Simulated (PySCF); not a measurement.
Atomic charges by several schemes

Species: acetone, C₃H₆O.
Z-matrix (Å and degrees, GFN2-xTB geometry), rows numbered from 1:
```
C 
C   1  1.5089
C   2  1.5092  1  114.31
O   2  1.2035  1  122.86  3  -179.75
H   1  1.0886  2  109.02  3   -69.55
H   1  1.0872  2  110.40  3    49.01
H   1  1.0866  2  110.32  3   170.85
H   3  1.0867  2  110.29  1   166.18
H   3  1.0867  2  110.76  1    43.92
H   3  1.0891  2  108.74  1   -74.73
```

Density: PBE0/pcSseg-1 (PySCF); schemes: Mulliken, IAO, Hirshfeld and ESP-fitted. Geometry: GFN2-xTB; no solvent, vibrations or thermal averaging.

Question: Atoms with like bonding are taken together and averaged. At which atom do the 4 schemes differ most?

Answer: At C2: from +0.109 (Mulliken) to +0.824 e (ESP-fitted), 0.715 e apart.

Question: Do the Mulliken, IAO, Hirshfeld and ESP-fitted schemes agree on where the charge is lowest?

Answer: The schemes don't all agree: Mulliken O4 (-0.349); IAO C1/C3 (-0.482); Hirshfeld O4 (-0.243); ESP-fitted C1/C3 (-0.642).

Question: Tabulate the Mulliken, IAO, Hirshfeld and ESP-fitted charges.

Answer: In e; atoms taken as equivalent share a row and are averaged (×n: the atom named and its like, n in all):

| atom | environment | Mulliken | IAO | Hirshfeld | ESP-fitted |
| --- | --- | --- | --- | --- | --- |
| C1/C3 | methyl carbon next to a carbonyl | -0.284 | -0.482 | -0.125 | -0.642 |
| C2 | ketone carbonyl carbon | +0.109 | +0.404 | +0.176 | +0.824 |
| O4 | ketone oxygen | -0.349 | -0.409 | -0.243 | -0.542 |
| H5 (×6) | methyl hydrogen | +0.135 | +0.162 | +0.053 | +0.167 |

Mean size of the charges over all atoms: ESP-fitted 0.365 e, IAO 0.275 e, Mulliken 0.184 e, Hirshfeld 0.099 e. Each set sums to the total charge, 0, to within 0.001 e. The ESP scheme fits charges at the nuclei, held to the total charge, to the electrostatic potential on points at 1.4 to 2.0 times the van der Waals radii. The Mulliken scheme gives each basis function's population to the atom it is centred on and halves the overlap population of two atoms between them.

Question: How many electrons does the Hirshfeld scheme count on C3?

Answer: Its own charge is -0.125 e, so Z − q = 6.125.

Question: Sum the charges by element, for elements with more than one atom.

Answer: 
| element | atoms | Mulliken | IAO | Hirshfeld | ESP-fitted |
| --- | --- | --- | --- | --- | --- |
| C | 3 | -0.459 | -0.561 | -0.074 | -0.460 |
| H | 6 | +0.809 | +0.970 | +0.317 | +1.002 |

The run behind these numbers computed NMR shieldings as well. Hardware: an x86-64 server with one thread (shared host). Cost: 11 s of wall time.
